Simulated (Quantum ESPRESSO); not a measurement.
## MnSi: orders under biaxial strain

How does biaxial strain change the magnetic state of MnSi?

Method: PBE; plane waves with GBRV 1.5 PBE potentials, no spin-orbit coupling, in Quantum ESPRESSO 7.5.

This is a report of a sequence of runs, with most program output left out.

## Step 1: The structure

The structure is cubic, space group P2_13 (No. 198). The conventional cell has a = 4.558 Å, b = 4.558 Å, c = 4.558 Å, α = 90.00°, β = 90.00°, γ = 90.00°. Nearest to Mn lie 7 Si at 2.31 to 2.55 Å. Si has 7 Mn at 2.31 to 2.55 Å nearest. Farther neighbours are not listed.

Structure file:

```cif
data_structure
_symmetry_space_group_name_H-M 'P2_13'
_symmetry_Int_Tables_number 198
_cell_length_a 4.5580
_cell_length_b 4.5580
_cell_length_c 4.5580
_cell_angle_alpha 90.000
_cell_angle_beta 90.000
_cell_angle_gamma 90.000
_cell_volume 94.69
loop_
_atom_site_label
_atom_site_type_symbol
_atom_site_symmetry_multiplicity
_atom_site_Wyckoff_symbol
_atom_site_fract_x
_atom_site_fract_y
_atom_site_fract_z
_atom_site_occupancy
Mn1 Mn 4 a 0.13700 0.13700 0.13700 1
Si1 Si 4 a 0.84500 0.84500 0.84500 1
```

The lattice constants were typed from memory of published values and not checked against a source.

## Step 2: Biaxial 0.94, ferro ++++

Lengths in the Cartesian xy plane scale by the factor; z is kept. Atoms keep their fractional places. Seeded atoms are those given a starting moment.

The input, pw.in:

```
&CONTROL
  calculation = 'scf'
  prefix = 'pwscf'
  outdir = './tmp'
  pseudo_dir = './pseudo'
  disk_io = 'nowf'
  tprnfor = .true.
  tstress = .true.
/
&SYSTEM
  ibrav = 0
  celldm(1) = 8
  nat = 8
  ntyp = 2
  ecutwfc = 40
  ecutrho = 280
  nbnd = 57
  occupations = 'smearing'
  smearing = 'fd'
  degauss = 0.00367493
  nspin = 2
  starting_magnetization(1) = 0.2333
  starting_magnetization(2) = 0
/
&ELECTRONS
  conv_thr = 1.6d-08
  electron_maxstep = 150
  mixing_beta = 0.3
/
ATOMIC_SPECIES
Mn     54.9380 mn_pbe_v1.5.uspp.F.UPF
Si     28.0850 si_pbe_v1.uspp.F.UPF
CELL_PARAMETERS alat
   1.0120711719352    0.0000000000000    0.0000000000000
   0.0000000000000    1.0120711719352    0.0000000000000
   0.0000000000000    0.0000000000000    1.0766714595055
ATOMIC_POSITIONS crystal
Mn      0.1370000000    0.1370000000    0.1370000000
Mn      0.6370000000    0.3630000000    0.8630000000
Mn      0.8630000000    0.6370000000    0.3630000000
Mn      0.3630000000    0.8630000000    0.6370000000
Si      0.8450000000    0.8450000000    0.8450000000
Si      0.3450000000    0.6550000000    0.1550000000
Si      0.1550000000    0.3450000000    0.6550000000
Si      0.6550000000    0.1550000000    0.3450000000
K_POINTS automatic
8 8 8 0 0 0
```

Launch:

```sh
$ OMP_NUM_THREADS=1 mpirun -n 4 pw.x -nk 4 -in pw.in > pw.out
```

The job ended after 5.3 min (4 MPI ranks of Intel Xeon at 2.70GHz, shared host; peak memory 1 GiB; 21 min of CPU time).

Spin moment in the atom's sphere by atom:

```tsv
atom	spin moment in the atom's sphere (μB)
Mn1	0.763
Mn2	0.763
Mn3	0.763
Mn4	0.763
Si5	-0.024
Si6	-0.024
Si7	-0.024
Si8	-0.024
```

Numbers from this step:

```
smearing term TS       : 0.04718 eV
pressure               : 25.68 GPa
magnetization          : 3.089 μB
absolute magnetization : 3.496 μB
final state            : ferromagnetic
```

## Step 3: Biaxial 0.94, no spin polarisation

pw.in: that of step 2 with these lines changed.

```diff
@@ -16,3 +16,3 @@
   ecutrho = 280
-  nbnd = 57
+  nbnd = 50
   occupations = 'smearing'
@@ -20,5 +20,2 @@
   degauss = 0.00367493
-  nspin = 2
-  starting_magnetization(1) = 0.2333
-  starting_magnetization(2) = 0
 /
```

It took 96 s on 4 MPI ranks; peak memory 0.66 GiB; 6.3 min of CPU time.

Read from the output:

```yaml
smearing_term_ts: 0.06530 eV
pressure: 23.56 GPa
final_state: non-magnetic (no spin polarisation)
```

## Step 4: Biaxial 1.06, ferro ++++

pw.in: that of step 3 with these lines changed.

```diff
@@ -16,3 +16,3 @@
   ecutrho = 280
-  nbnd = 50
+  nbnd = 57
   occupations = 'smearing'
@@ -20,2 +20,5 @@
   degauss = 0.00367493
+  nspin = 2
+  starting_magnetization(1) = 0.2333
+  starting_magnetization(2) = 0
 /
@@ -30,4 +33,4 @@
 CELL_PARAMETERS alat
-   1.0120711719352    0.0000000000000    0.0000000000000
-   0.0000000000000    1.0120711719352    0.0000000000000
+   1.1412717470759    0.0000000000000    0.0000000000000
+   0.0000000000000    1.1412717470759    0.0000000000000
    0.0000000000000    0.0000000000000    1.0766714595055
```

It took 4.8 min on 4 MPI ranks; peak memory 1.2 GiB.

This step gave:

```yaml
smearing_term_ts: 0.03527 eV
pressure: -15.20 GPa
magnetization: 7.768 μB
absolute_magnetization: 9.403 μB
final_state: ferromagnetic
largest_moment: 2.050 μB
```

## Step 5: All points

The runs not shown differ from these in the moved quantity alone.

States, by row:

```tsv
biaxial	ferro ++++	no spin polarisation
0.94	ferromagnetic	non-magnetic
0.955	ferromagnetic	non-magnetic
0.97	ferromagnetic	non-magnetic
0.985	ferromagnetic	non-magnetic
1	ferromagnetic	non-magnetic
1.015	ferromagnetic	non-magnetic
1.03	-	non-magnetic
1.045	ferromagnetic	non-magnetic
1.06	ferromagnetic	non-magnetic
```

Largest site moment, ferro ++++ against biaxial:

```tsv
biaxial (factor)	largest site moment, ferro ++++ (μB)
0.9400	0.763
0.9550	0.856
0.9700	0.932
0.9850	0.987
1.0000	1.02
1.0150	1.05
1.0300	-
1.0450	1.93
1.0600	2.05
```

Energy less that of the parallel start, no spin polarisation against biaxial:

```tsv
biaxial (factor)	energy less that of the parallel start, no spin polarisation (meV a seeded atom)
0.9400	11.9
0.9550	25.2
0.9700	38.9
0.9850	52.3
1.0000	64.7
1.0150	75.7
1.0300	-
1.0450	117
1.0600	156
```

Energy over the lowest against biaxial; values in meV an atom:

```tsv
biaxial (factor)	ferro ++++	no spin polarisation
0.9400	105	111
0.9550	48.4	61.0
0.9700	14.2	33.6
0.9850	0	26.2
1.0000	3.82	36.2
1.0150	23.5	61.3
1.0300	-	99.7
1.0450	90.7	149
1.0600	131	209
```

## Step 6: Results

* moment, parallel start: 0.763 to 2.05 μB
* states met from these starts: ferromagnetic

**Reading.** The moment of the parallel start goes from 0.763 μB at 0.94 to 2.05 μB at 1.06. One step is far larger than the others, the mark of a change of state, as between low and high spin. The net moment of the cell goes from 3.09 to 7.77 μB. The radius of the spheres follows the nearest distance, so part of the change of the site moments is the spheres'. Only a parallel start was run beside the spinless one, so opposed or spiral orders, which may lie lower, are not probed. Dashes mark runs that did not finish or were not started for lack of time.

[Logs and program files are shortened in this print: banners, set-up blocks, solver, clock and traceback lines can be left out without a mark of their own.]

[Logs are printed without paths, hosts, clocks, repeated set-up lines and the standing remarks that a program may print on its own settings, such as how far it seeks lower states.]

[Hosts, paths, dates, database ids (printed as entryN), source tags and the programs' standing remarks are cut or masked in the printed files.]

[Where a cell is said to come from a database of computed structures, the database is the Materials Project.]
